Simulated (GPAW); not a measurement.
Runs of GPAW 26.7.0 on Al. Symmetry: Fm-3m, No. 225, cubic system. The conventional cell has a = 4.050 Å, b = 4.050 Å, c = 4.050 Å, α = 90.00°, β = 90.00°, γ = 90.00°. Around Al (site symmetry m-3m) lie 12 Al at 2.86 Å. 

```csv
task,level,potentials or basis,k mesh,cutoff (eV),hybrids on these orbitals,older calculator (legacy_gpaw),band path,band points,mesh quality,pressure (GPa),V0 of scaled cells (Å³/atom),B0 (GPa)
equation of state,LDA,"the program's PAW data sets (release 1.2.1) made for this functional, pw",11 × 11 × 11,600,-,-,-,-,not flagged,-,15.86,86
one-shot levels on a semilocal density,LDA,"the program's PAW data sets (release 1.2.1) made for this functional, pw",7 × 7 × 7,500,"["HSE06", "PBE0", "HSE03"]",-,-,-,coarse,(a),-,-
equation of state,LDA,"PAW data sets generated in the run's folder for this functional, pw",11 × 11 × 11,600,-,-,-,-,not flagged,-,15.86,86
band structure,TASK,"GPAW PAW data sets (gpaw-data 1.2.1), pw",11 × 11 × 11,600,-,-,"GXWKGLUWLK,UX",80,not flagged,0.7,-,-
band structure,SCAN,"GPAW PAW data sets (gpaw-data 1.2.1), pw",11 × 11 × 11,600,-,-,"GXWKGLUWLK,UX",80,not flagged,-1.9,-,-
```

Alike in all rows: no spin polarisation; cell as given; smearing fermi-dirac 0.05 eV.

Question: Estimate the missing entries.

Answer: (a) -3.9.

Caveats: some runs use coarse meshes; the PAW data sets were made with another functional, which shifts forces and pressure a little (some runs); the cutoff is short for stress and forces, so pressures can be off by a GPa or more (some runs); one-shot exact exchange on a metal's smeared states is rough (some runs).

Runs at the PBE level aren't shown here.
